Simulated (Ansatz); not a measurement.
Runs of Ansatz 0.2.0 on CdF2. The structure is cubic, space group Fm-3m (No. 225). Conventional cell: a = 5.388 Å, b = 5.388 Å, c = 5.388 Å, α = 90.00°, β = 90.00°, γ = 90.00°. Around Cd (site symmetry m-3m) lie 8 F at 2.33 Å. F (site symmetry -43m) is surrounded by 4 Cd at 2.33 Å. 

```csv
cell,target pressure (GPa),gap on the mesh (eV),pressure (GPa)
relaxed to 2 GPa,2,3.02,2.0
relaxed to 20 GPa,20,(b),20.0
relaxed to 5 GPa,5,3.12,5.0
relaxed to 30 GPa,30,3.67,30.0
relaxed,0,2.94,0.0
relaxed to 10 GPa,10,(a),10.0
```

Alike in all rows: task relaxation of cell and atoms; level PBE; potentials or basis Ansatz PAW; no spin polarisation; k mesh 9 × 9 × 9; cutoff (eV) 420; smearing fermi-dirac 0.05 eV.

Q: Estimate the missing entries.

A: (a) 3.26; (b) 3.49.

Caveats: odd divisions of the mesh miss points on the zone boundary, where band edges often lie, so the gap on the mesh can be too wide; the plane-wave basis is chosen anew once the cell has moved, so the energies of steps on either side of that aren't comparable.

A k mesh can miss the band edges, and the runs leave out spin-orbit coupling on Cd.
